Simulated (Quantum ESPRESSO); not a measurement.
## GaN: phonons and Raman activities with PBEsol

Crystal: GaN.

```xyz
2
Lattice="0.0000 2.2535 2.2535 2.2535 0.0000 2.2535 2.2535 2.2535 0.0000" Properties=species:S:1:pos:R:3 pbc="T T T"
Ga    0.0000    0.0000    0.0000
N     1.1268    1.1268    1.1268
```

The cell is a database's computed one.

```json
{"Program": "Quantum ESPRESSO 7.5", "Task": "phonons and Raman activities", "Functional": "PBEsol", "Potentials or basis": "PseudoDojo 0.4.1 SR PBEsol standard", "Cutoff": "1143 eV", "Density cutoff": "4572 eV", "k mesh": "4 × 4 × 4, shifted", "Occupations": "fermi-dirac, width 0.05 eV", "Spin": "no spin polarisation", "Mixing beta": "0.5", "Most SCF iterations": "120", "SCF threshold": "4e-10 Ry"}
```

* Relaxed volume: 11.39 Å³/atom
* Relaxed cell: a = 3.182 Å, b = 3.182 Å, c = 3.182 Å, α = 60.00°, β = 60.00°, γ = 60.00°
* Space group after relaxing (to 0.05 Å): F-43m (No. 216)
* Pressure after relaxing: 0.0 GPa
* Electronic dielectric tensor (diagonal): 6.01
* Born charges (mean of the diagonal): Ga +2.67; N -2.68 e
* Highest phonon frequency at Γ, LO-TO splitting left out: 535 cm⁻¹
* Static dielectric tensor (diagonal): 10.65

The path:
```csv
step,energy change (eV),largest force (eV/Å),pressure (GPa),volume (Å³)
1,0.0000,0.0000,-0.93,22.89
2,-0.0003,0.0000,-0.05,22.78
3,-0.0003,0.0000,0.00,22.77
```

Final structure:
```yaml
crystal:
  lattice:
    - [0.00000, 2.24977, 2.24977]
    - [2.24977, 0.00000, 2.24977]
    - [2.24977, 2.24977, 0.00000]
  atoms:
    - { symbol: Ga, position: [0.00000, 0.00000, 0.00000] }
    - { symbol: N, position: [0.25000, 0.25000, 0.25000] }
```

Levels at points of the mesh, in eV from the valence-band top:
```tsv
k point	band 6	band 7	band 8	band 9	band 10	band 11	band 12	band 13
(0.12, 0.12, 0.12)	-13.07	-1.37	0.00	0.00	3.05	9.72	10.68	10.68
```

Phonon frequencies in cm⁻¹ (negative: imaginary):
```csv
q point,frequencies
"(0.000, 0.000, 0.000)",-18 -18 -18 535 535 535
```

Electronic dielectric tensor:
```
6.01 0.00 0.00
0.00 6.01 0.00
0.00 0.00 6.01
```

Born effective charge tensors (e):
atom 1, Ga
```
2.67 0.00 0.00
0.00 2.67 0.00
0.00 0.00 2.67
```
atom 2, N
```
-2.68  0.00  0.00
 0.00 -2.68  0.00
 0.00  0.00 -2.68
```

Optical modes at Γ, degenerate ones joined, polar ones without the macroscopic field:
```tsv
cm⁻¹	components	symmetry	active in	IR intensity, summed ((D/Å)²/amu)
536	3	T2	IR and Raman	42.59
```

Zone-centre frequencies without and with the macroscopic field along z (cm⁻¹):
|  | optical modes in rising order |
| --- | --- |
| without | 536 536 536 |
| with the field | 536 536 713 |

Static dielectric tensor, electrons and zone-centre modes:
```
10.65  0.00  0.00
 0.00 10.65  0.00
 0.00  0.00 10.65
```

Non-resonant Raman activities from finite differences of the dielectric tensor, degenerate modes summed:
```tsv
cm⁻¹	modes	symmetry	activity (Å⁴/amu)
536	3	T2	34.1
```

Volume times the derivative of the susceptibility by an atom's move (Å²), components over 0.05:
```tsv
atom	move	component	value
1 Ga	x	yz	-2.51
1 Ga	y	xz	-2.51
1 Ga	z	xy	-2.51
2 N	x	yz	2.51
2 N	y	xz	2.51
2 N	z	xy	2.51
```

Wall time 35 min on 1 thread of Arm Neoverse N1, on a shared host, peak memory 0.06 GiB.

Caveat: the k mesh is coarse (spacing up to 0.60 Å⁻¹), so the values aren't converged.
